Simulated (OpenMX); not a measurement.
CdO (Monteponite):

```
CELL_PARAMETERS angstrom
0.00000 2.34950 2.34950
2.34950 0.00000 2.34950
2.34950 2.34950 0.00000
ATOMIC_POSITIONS crystal
Cd 0.00000 0.00000 0.00000
O 0.50000 0.50000 0.50000
```

- Program: OpenMX 3.8.5
- Task: single point
- Functional: PBE
- Potentials or basis: OpenMX 2013 PBE set, Cd7.0-s3p2d2, O6.0-s2p2d1, grid cutoff 500 Ry
- k mesh: 11 × 11 × 11
- Occupations: fermi-dirac, width 0.05 eV
- Spin: no spin polarisation

On this cell: pressure 7.5 GPa; largest force zero by symmetry; band gap on the k mesh none (metal or under the smearing width).

The same run follows on a disturbed copy (atoms moved at random, drawn with an rms of 0.05 Å):

```
CELL_PARAMETERS angstrom
0.00000 2.34950 2.34950
2.34950 0.00000 2.34950
2.34950 2.34950 0.00000
ATOMIC_POSITIONS crystal
Cd 0.00446 0.99046 0.99858
O 0.49245 0.49773 0.50237
```

**Question.** What changes?

**Answer.** The energy (extrapolated to zero smearing) moves by +1.1 meV/atom; pressure 7.6 GPa; largest force 0.132 eV/Å; band gap on the k mesh none (metal or under the smearing width).

Forces on the atoms (eV/Å):
```
Cd   0.101 -0.075 -0.040
O   -0.097  0.075  0.034
```

Caveats: the basis of atomic orbitals isn't converged, which shifts pressures, moduli and gaps.
